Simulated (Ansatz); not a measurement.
# FeGe (rocksalt type): the cost of one run

Method: DFT, PBE, all-electron LAPW, scalar-relativistic, in Ansatz 0.2.0.

## Step 1: Starting point

Symmetry: Fm-3m, No. 225, cubic system. Conventional cell: a = 4.983 Å, b = 4.983 Å, c = 4.983 Å, α = 90.00°, β = 90.00°, γ = 90.00°. Around Fe (site symmetry m-3m) lie 6 Ge at 2.49 Å. Around Ge (site symmetry m-3m) lie 6 Fe at 2.49 Å.

As a file:

```xyz
2
Lattice="0.0000 2.4916 2.4916 2.4916 0.0000 2.4916 2.4916 2.4916 0.0000" Properties=species:S:1:pos:R:3 pbc="T T T"
Fe    0.0000    0.0000    0.0000
Ge    2.4916    2.4916    2.4916
```

Atoms are numbered in the order of the input: Fe1, Ge2.

## Step 2: Rocksalt at the PAW cell, LAPW

input.yaml reads:

```yaml
crystal:
  lattice:
    - [0.0, 2.4915895796, 2.4915895796]
    - [2.4915895796, 0.0, 2.4915895796]
    - [2.4915895796, 2.4915895796, 0.0]
  atoms:
    - { symbol: Fe, position: [0.0, 0.0, 0.0], spin: 2.5 }
    - { symbol: Ge, position: [0.5, 0.5, 0.5] }
magnetization:
  spin_polarized: true
kpoints:
  mp_grid: { grid: [14, 14, 14] }
scf:
  occupations: { method: fermi_dirac, width: 0.05 }
hamiltonian:
  xc: pbe
  pseudopotentials: { kind: all_electron, lapw: { basis_error: 0.0005 } }
output:
  forces: true
  stress: true
  eigenvalues: true
  populations: true
```

Run with:

```sh
> ansatz run input.yaml --threads 2 --pin off --max-ram 7168MiB --backend cpu --events-out ev --progress --plain --runs-dir out
```

Q: Estimate wall time and peak memory on 2 threads of Intel Xeon 6975P-C (Granite Rapids), shared host.

About 18 s, with a peak of 0.77 GiB.
